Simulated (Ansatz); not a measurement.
# Structures of MgB: which is lowest?

Plane-wave DFT in Ansatz with scalar-relativistic PAW potentials, cutoff 420 eV, Γ-centred meshes chosen by cell and gap, Gaussian smearing with energies taken to zero width. Every cell was relaxed (cell and atoms) in a run of its own, within the symmetry of its start. Functional: PBE.

Relaxed structures (starts from databases or built by putting these elements on another compound's sites):
A. Pm-3m, 2 atoms in the computed cell, a = 2.895 Å; sites (symmetry × multiplicity) Mg m-3m × 1, B m-3m × 1; start: built
B. P2_13, 8 atoms in the computed cell, a = 4.720 Å; sites (symmetry × multiplicity) Mg .3. × 4, B .3. × 4; start: built
C. P6_3/mmc, 4 atoms in the computed cell, a = 4.186 Å, c = 4.651 Å; sites (symmetry × multiplicity) Mg -6m2 × 2, B -6m2 × 2; start: built

Problem. Rank them by energy. Could pressure change the order?

Solution.
```tsv
structure	group	E − E(lowest) (meV/atom)	V (Å³/atom)	gap on mesh (eV)
A	Pm-3m	0.0	12.13	0.00
B	P2_13	193	13.14	0.00
C	P6_3/mmc	426	17.64	0.00
```

A is lowest, 193 meV/atom under B. The lowest is also the densest of these, so pressure wouldn't bring one of the others in at first order. Other structures may lie lower than all of these, and vibrations aren't counted.